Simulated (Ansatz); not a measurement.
## A sublattice moved along a line in TaN

These are results of Ansatz 0.2.0, DFT PBEsol, scalar-relativistic, plane waves, PAW, not measurements. Settings: plane waves to 420 eV, k-mesh 24×24×20 (Γ-centred), Gaussian smearing 0.15 eV. Spin–orbit coupling is left out, which can shift energies with elements as heavy as these. No spin polarisation. Energies are free energies at this smearing, counted from the undisturbed cell; pressure is positive in compression.

The starting cell (relaxed at this level; this form isn't the usual structure):

```yaml
crystal:
  lattice:
    - [2.92399, 0.00000, 0.00000]
    - [-1.46199, 2.53225, 0.00000]
    - [0.00000, 0.00000, 2.87073]
  atoms:
    - { symbol: Ta, position: [0.33333, 0.66667, 0.50000] }
    - { symbol: N, position: [0.00000, 0.00000, 0.00000] }
```

Every N atom is moved by x along the Cartesian unit vector (0.000, 0.000, -1.000); the cell and all other atoms stay fixed. The cell is metallic on the mesh throughout.

| x (Å) | ΔE (meV/cell) |
| --- | --- |
| -0.2000 | 306.8 |
| -0.1000 | 74.4 |
| 0.0000 | 0.0 |
| 0.0250 | 4.6 |
| 0.0500 | 18.4 |
| 0.0750 | 41.6 |
| 0.1250 | 117.0 |
| 0.1500 | 169.7 |
| 0.1750 | 232.9 |

By symmetry 0.2000 repeats -0.2000, -0.1500 repeats 0.1500, 0.1000 repeats -0.1000, -0.0500 repeats 0.0500 in energy, with the opposite slope along the path.